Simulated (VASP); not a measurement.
# GaSb (F-43m) in VASP: a series of runs

GaSb is run at these levels: pbesol exchange, lda correlation; tasks: single point, relaxation of cell and atoms.

All numbers are computed with VASP 6.6.1; they aren't measurements. Logs are shortened: lines on timing, memory, paths and dates and some standing lists are left out, and cuts for length are marked.

**The experiment to reproduce.**

From a printed reference work, data compilation, for a bulk crystal of GaSb at 4.2 K: band gap 0.811 eV (direct).

How close the calculation comes is told below.

## 1. The cell of the first run

Symmetry: F-43m, No. 216, cubic system. Conventional cell: a = 6.301 Å, b = 6.301 Å, c = 6.301 Å, α = 90.00°, β = 90.00°, γ = 90.00°. Ga (site symmetry -43m) has 4 Sb at 2.73 Å within 3.6 Å. Within 3.6 Å of Sb (site symmetry -43m) lie 4 Ga at 2.73 Å.

## 2. Single point, pbesol exchange, lda correlation

INCAR reads:

```
SYSTEM = GaSb
PREC = Accurate
ENCUT = 500
EDIFF = 1E-6
ISMEAR = 0
SIGMA = 0.01
LREAL = .FALSE.
LASPH = .TRUE.
NELM = 120
ALGO = Normal
ISIF = 2
LWAVE = .FALSE.
LCHARG = .TRUE.
GGA = LIBXC
LIBXC1 = GGA_X_PBE_SOL
LIBXC2 = LDA_C_PW
LELF = .TRUE.
LVHAR = .TRUE.
NBANDS = 16
GGA_COMPAT = .FALSE.
```

KPOINTS reads:

```
Automatic mesh
0
G
  5 5 5
  0 0 0
```

POSCAR reads:

```
GaSb
1.0
    0.0000000000      3.1502756653      3.1502756653
    3.1502756653      0.0000000000      3.1502756653
    3.1502756653      3.1502756653      0.0000000000
Ga Sb
1 1
Direct
    0.0000000000      0.0000000000      0.0000000000
    0.2500000000      0.2500000000      0.2500000000
```

Potentials or basis: VASP PAW PBE potentials, release 64 (Ga_d, Sb).

On the command line:

```console
$ cat potpaw_PBE.64/Ga_d/POTCAR potpaw_PBE.64/Sb/POTCAR > POTCAR
$ mpirun -np 1 vasp_std > vasp.out
```

OUTCAR:

```text
SYSTEM = GaSb
   PREC = Accurate
   ENCUT = 500
   EDIFF = 1E-6
   ISMEAR = 0
   LREAL = .FALSE.
   LASPH = .TRUE.
   NELM = 120
   ISIF = 2
   GGA = LIBXC

 ion  position               nearest neighbor table
   1  0.000  0.000  0.000-   2 2.73   2 2.73   2 2.73   2 2.73
   2  0.250  0.250  0.250-   1 2.73   1 2.73   1 2.73   1 2.73

  LATTYP: Found a face centered cubic cell.
 ALAT       =     6.3005513306

  Lattice vectors:

 A1 = (   0.0000000000,   3.1502756653,   3.1502756653)
 A2 = (   3.1502756653,   0.0000000000,   3.1502756653)
 A3 = (   3.1502756653,   3.1502756653,   0.0000000000)

Analysis of symmetry for initial positions (statically):
=====================================================================
 Subroutine PRICEL returns:
 Original cell was already a primitive cell.

 Routine SETGRP: Setting up the symmetry group for a
 face centered cubic supercell.

 Subroutine GETGRP returns: Found 24 space group operations
 (whereof 24 operations were pure point group operations)
 out of a pool of 48 trial point group operations.

The static configuration has the point symmetry T_d .

Analysis of symmetry for dynamics (positions and initial velocities):
=====================================================================
 Subroutine PRICEL returns:
 Original cell was already a primitive cell.

 Routine SETGRP: Setting up the symmetry group for a
 face centered cubic supercell.

 Subroutine GETGRP returns: Found 24 space group operations
 (whereof 24 operations were pure point group operations)
 out of a pool of 48 trial point group operations.

The dynamic configuration has the point symmetry T_d .

 Subroutine INISYM returns: Found 24 space group operations
 (whereof 24 operations are pure point group operations),
 and found     1 'primitive' translations

----------------------------------------------------------------------------------------

                                     Primitive cell

  volume of cell :      62.5282

  direct lattice vectors                    reciprocal lattice vectors
     0.000000000  3.150275665  3.150275665    -0.158716269  0.158716269  0.158716269
     3.150275665  0.000000000  3.150275665     0.158716269 -0.158716269  0.158716269
     3.150275665  3.150275665  0.000000000     0.158716269  0.158716269 -0.158716269

  length of vectors
     4.455162571  4.455162571  4.455162571     0.274904642  0.274904642  0.274904642

[... 64 lines left out ...]
   NELM   =    120;   NELMIN=  2; NELMDL= -5     # of ELM steps
   EDIFF  = 0.1E-05   stopping-criterion for ELM
   LREAL  =      F    real-space projection
   EDIFFG = 0.1E-04   stopping-criterion for IOM
   NSW    =      0    number of steps for IOM
   IBRION =     -1    ionic relax: 0-MD 1-quasi-New 2-CG
   NFREE  =      0    steps in history (QN), initial steepest desc. (CG)
   ISIF   =      2    stress and relaxation
   ISYM   =      2    0-nonsym 1-usesym 2-fastsym
   POTIM  = 0.5000    time-step for ionic-motion
   TEBEG  =    0.0;   TEEND  =   0.0 temperature during run
   PSTRESS=    0.0 pullay stress
   NELECT =      18.0000    total number of electrons
   NUPDOWN=      -1.0000    fix difference up-down
   EMIN   =  10.00;   EMAX   =-10.00  energy-range for DOS
   EFERMI =   0.00;   METHOD = LEGACY
   ISMEAR =     0;   SIGMA  =   0.01  broadening in eV -4-tet -1-fermi 0-gaus
   EFERMI_NEDOS =   21; number of points for ismear=-14 and -15
   IALGO  =     38    algorithm
   IMIX   =      4    mixing-type and parameters
     AMIX     =   0.40;   BMIX     =  1.00
     AMIX_MAG =   1.60;   BMIX_MAG =  1.00
  volume/ion in A,a.u.               =      31.26       210.98
  Fermi-wavevector in a.u.,A,eV,Ry     =   1.080954  2.042706 15.897877  1.168461
  Thomas-Fermi vector in A             =   2.216958
   LORBIT       =      0    0 simple, 1 ext, 2 COOP (PROOUT), +10 PAW based schemes
   GGA     = LIBXC    functional components
   LHFCALC =     F    Hartree Fock is set to
   AEXX    =    0.0000 exact exchange contribution
   IVDW    =     0    specifies the selected vdW correction
   LEPSILON=     F    determine dielectric tensor
   LRPA    =     F    only Hartree local field effects (RPA)
 non-spin polarized calculation
 Gauss-broadening in eV      SIGMA  =   0.01
  energy-cutoff  :      500.00
  volume of cell :       62.53
 maximum number of plane-waves:      1604
   NGX = 17   NGY = 17   NGZ = 17

 number of electron      18.0000008 magnetization

 Free energy of the ion-electron system (eV)
  ---------------------------------------------------
  ext. energy  EPLUGINS =         0.00000000
  ---------------------------------------------------
  free energy    TOTEN  =        -6.52070634 eV

  energy without entropy =       -6.52058293  energy(sigma->0) =       -6.52064464

 E-fermi :   3.9619     XC(G=0):  -8.5924

 val. band max:        3.9588698002   @ k =   0.0000   0.0000   0.0000
 cond. band min:       4.2606785856   @ k =   0.4000   0.0000   0.0000
 fundamental gap:      0.3018087854
 Fermi energy:         3.9619153253

 k-point     1 :       0.0000    0.0000    0.0000
  band No.  band energies     occupation
      1     -11.0822      2.00000
      2     -11.0822      2.00000
      3     -11.0822      2.00000
      4     -11.0457      2.00000
      5     -11.0457      2.00000
      6      -6.9526      2.00000
[... 167 lines left out ...]
      3     -11.0676      2.00000
      4     -11.0494      2.00000
      5     -11.0447      2.00000
      6      -5.0981      2.00000
[... 8 lines left out ...]
     15      13.0561      0.00000
     16      15.2141      0.00000

------------------------ aborting loop because EDIFF is reached ----------------------------------------

  FORCE on cell =-STRESS in cart. coord.  units (eV):
  Direction    XX          YY          ZZ          XY          YZ          ZX
  --------------------------------------------------------------------------------------
  -------------------------------------------------------------------------------------
  Total        0.0165584      0.0165584      0.0165584     -0.0000000      0.0000000      0.0000000
  in kB        0.4242814      0.4242814      0.4242814     -0.0000000      0.0000000      0.0000000
  external PRESSURE =       0.4242814 kB  Pullay stress =       0.0000000 kB

 VOLUME and BASIS-vectors are now :
 -----------------------------------------------------------------------------
  energy-cutoff  :      500.00
  volume of cell :       62.53
      direct lattice vectors                 reciprocal lattice vectors
     0.000000000  3.150275665  3.150275665    -0.158716269  0.158716269  0.158716269
     3.150275665  0.000000000  3.150275665     0.158716269 -0.158716269  0.158716269
     3.150275665  3.150275665  0.000000000     0.158716269  0.158716269 -0.158716269

 POSITION                                       TOTAL-FORCE (eV/Angst)
 -----------------------------------------------------------------------------------
      0.00000      0.00000      0.00000        -0.000000     -0.000000      0.000000
      1.57514      1.57514      1.57514         0.000000      0.000000     -0.000000
 -----------------------------------------------------------------------------------
    total drift:                                0.000001      0.000001      0.000001

  FREE ENERGIE OF THE ION-ELECTRON SYSTEM (eV)
  ---------------------------------------------------
  free  energy   TOTEN  =        -6.5207063412 eV

  energy  without entropy=       -6.5205829314  energy(sigma->0) =       -6.52064464
```

stdout:

```text
POSCAR found type information on POSCAR GaSb
 POSCAR found :  2 types and       2 ions
 scaLAPACK will be used
 -----------------------------------------------------------------------------
|                                                                             |
|                                                                             |
|     You enforced a specific xc type in the INCAR file but a different       |
|     I HOPE YOU KNOW WHAT YOU ARE DOING!                                     |
|                                                                             |
 -----------------------------------------------------------------------------

 LDA part: xc-table for (None,None), standard interpolation
 POSCAR, INCAR and KPOINTS ok, starting setup
 FFT: planning ... GRIDC
 FFT: planning ... GRID_SOFT
 FFT: planning ... GRID
 WAVECAR not read
 entering main loop
```

Wall time 21 s (1 thread of Intel Xeon 8259CL, shared host); peak memory 0.18 GiB.

Results:

- Free energy: -6.5207 eV
- Pressure: 0.0 GPa
- Band gap on the k mesh: zero (filled and empty bands touch)

Caveat: semilocal functionals underestimate gaps, and a narrow one can read as zero; the PAW data sets were made with another functional, which shifts forces and pressure a little; spin-orbit coupling is left out, which moves the levels of the heavy elements.

## 3. Relaxation of cell and atoms, pbesol exchange, lda correlation

This run uses another cell than the first one, of 28.62 Å³/atom.

INCAR reads:

```
SYSTEM = GaSb
  PREC = Accurate
  ENCUT = 500
  EDIFF = 1E-7
  ISMEAR = 0
  SIGMA = 0.01
  LREAL = .False.
  LASPH = .True.
  NELM = 120
  ALGO = Normal
  ISIF = 3
  LWAVE = .False.
  LCHARG = .False.
  GGA = LIBXC
  LIBXC1 = GGA_X_PBE_SOL
  LIBXC2 = LDA_C_PW
  IBRION = 2
  NSW = 80
  EDIFFG = -0.01
  GGA_COMPAT = .False.
  NELMIN = 4
```

KPOINTS reads:

```
Automatic mesh
0
Gamma
  5 5 5
  0 0 0
```

POSCAR reads:

```
GaSb
1.0
    0.0000000000      3.0590000000      3.0590000000
    3.0590000000      0.0000000000      3.0590000000
    3.0590000000      3.0590000000      0.0000000000
Ga Sb
1 1
Direct
    0.0000000000      0.0000000000      0.0000000000
    0.2500000000      0.2500000000      0.2500000000
```

Potentials or basis: VASP PAW PBE potentials, release 64 (Ga_d, Sb).

On the command line:

```console
$ cat potpaw_PBE.64/Ga_d/POTCAR potpaw_PBE.64/Sb/POTCAR > POTCAR
$ mpirun -np 1 vasp_std > vasp.out
```

Wall time 47 s (1 thread of Intel Xeon 8259CL, shared host); peak memory 0.18 GiB.

The run converged. Its results:

| Quantity | Value |
| --- | --- |
| Free energy | -6.5203 eV |
| Relaxed volume | 31.28 Å³/atom |
| Relaxed cell | a = 4.456 Å, b = 4.456 Å, c = 4.456 Å, α = 60.00°, β = 60.00°, γ = 60.00° |
| Space group after relaxing (to 0.1 Å) | F-43m (No. 216) |
| Energy gained by relaxing | 33.0 meV/atom |
| Ionic steps | 3 |
| Pressure after relaxing | 0.0 GPa |
| Band gap on the k mesh | zero (filled and empty bands touch) |

Step by step:
```
step  energy change (eV)  largest force (eV/Å)  pressure (GPa)  volume (Å³)
   1              0.0000                0.0000            4.33        57.25
   2             -0.0627                0.0000           -0.75        63.90
   3             -0.0659                0.0000            0.01        62.57
```

Final structure:
```
Ga Sb
1.0
     0.00000    3.15093    3.15093
     3.15093    0.00000    3.15093
     3.15093    3.15093    0.00000
Ga Sb
1 1
Direct
  0.00000 0.00000 0.00000
  0.25000 0.25000 0.25000
```

Levels at points of the mesh, in eV from the Fermi level:
```
           k point  band 7  band 8  band 9  band 10  band 11  band 12
(0.00, 0.00, 0.00)   -0.70    0.00    0.00     0.00     2.82     2.82
```

Caveat: semilocal functionals underestimate gaps, and a narrow one can read as zero; the PAW data sets were made with another functional, which shifts forces and pressure a little; spin-orbit coupling is left out, which moves the levels of the heavy elements.

## 4. Comparison with measurements

Step 2. A measured gap of GaSb is 0.811 eV (direct; 4.2 K; a printed reference work, data compilation); the calculated 0.00 eV misses it by -0.81 eV. Spin-orbit coupling on Ga, Sb is left out. The value is that of pbesol exchange, lda correlation on a finite k mesh, which can miss the band edges, without temperature or zero-point motion.

The gap in the log of VASP goes by the Fermi energy; the results here count the filled bands.